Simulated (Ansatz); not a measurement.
Runs of Ansatz 0.2.0 on Br. Symmetry: Cmce, No. 64, orthorhombic system. The conventional cell has a = 6.726 Å, b = 4.645 Å, c = 8.702 Å, α = 90.00°, β = 90.00°, γ = 90.00°. Br (site symmetry m) has 1 Br at 2.29 Å as nearest neighbours. 

| task | level | cell | k mesh | cutoff (eV) | smearing | points for each segment of the path | level | run kind | gap on the mesh (eV) | pressure (GPa) | relaxed volume (Å³/atom) | largest force (eV/Å) |
| --- | --- | --- | --- | --- | --- | --- | --- | --- | --- | --- | --- | --- |
| band structure | r2SCANh | as given | 4 × 4 × 2 | 500 | fermi-dirac 0.05 eV | 4 | - | - | 2.90 | - | - | 0.35 |
| band structure | HSEsol | as given | 4 × 4 × 2 | 420 | fermi-dirac 0.05 eV | 4 | - | - | (d) | - | - | 0.11 |
| relaxation of cell and atoms | LDA | relaxed | 7 × 7 × 3 | 420 | fermi-dirac 0.05 eV | - | - | - | (c) | 0.0 | 27.49 | - |
| relaxation of cell and atoms | RPBE+D3(BJ) | relaxed | 7 × 7 × 3 | 420 | fermi-dirac 0.05 eV | - | - | - | 1.07 | 0.0 | 24.94 | - |
| band structure | B3LYP | as given | 4 × 4 × 2 | 420 | fermi-dirac 0.05 eV | 4 | - | - | 3.40 | - | - | 0.62 |
| band structure | r2SCAN0 | as given | 4 × 4 × 2 | 500 | fermi-dirac 0.05 eV | 4 | - | - | (b) | - | - | 0.03 |
| band structure | PBEsol | as given | 6 × 6 × 4 | 420 | fixed | - | pbesol | scf | 1.82 | (a) | - | 0.72 |
| band structure | r2SCAN | as given | 4 × 4 × 2 | 500 | fermi-dirac 0.05 eV | 14 | - | - | 2.17 | 0.7 | - | 0.59 |
| band structure | r2SCAN50 | as given | 4 × 4 × 2 | 500 | fermi-dirac 0.05 eV | 4 | - | - | 5.95 | - | - | 0.42 |
| band structure | LDA | as given | 7 × 7 × 3 | 420 | fermi-dirac 0.05 eV | 14 | - | - | 1.75 | -1.2 | - | 0.69 |
| Born charges and dielectric tensor | PBE | as given | 7 × 7 × 3 | 420 | fixed | - | - | - | 1.90 | - | - | - |

Alike in all rows: potentials or basis Ansatz PAW; no spin polarisation.

Q: Fill in the values left out.

A: (a) 0.1; (b) 4.02; (c) 1.09; (d) 3.04.

Caveats: the PAW data sets come from PBE, with cores solved anew for the run's functional, which leaves a small shift of forces and pressure (some runs); the volume moved by over 15 % at a fixed basis, so the end points are rough (some runs); the plane-wave basis is chosen anew once the cell has moved, so the energies of steps on either side of that aren't comparable (some runs); the potentials were made for another functional, which shifts forces and pressure (some runs); the volume moved by -19 % from the deposited cell, more than functionals usually miss (some runs); the volume moved by -27 % from the deposited cell, more than functionals usually miss (some runs); odd divisions of the mesh miss points on the zone boundary, where band edges often lie, so the gap on the mesh can be too wide (some runs).

A k mesh can miss the band edges, and the runs leave out spin-orbit coupling on Br.

Not every run made on this cell is shown here.
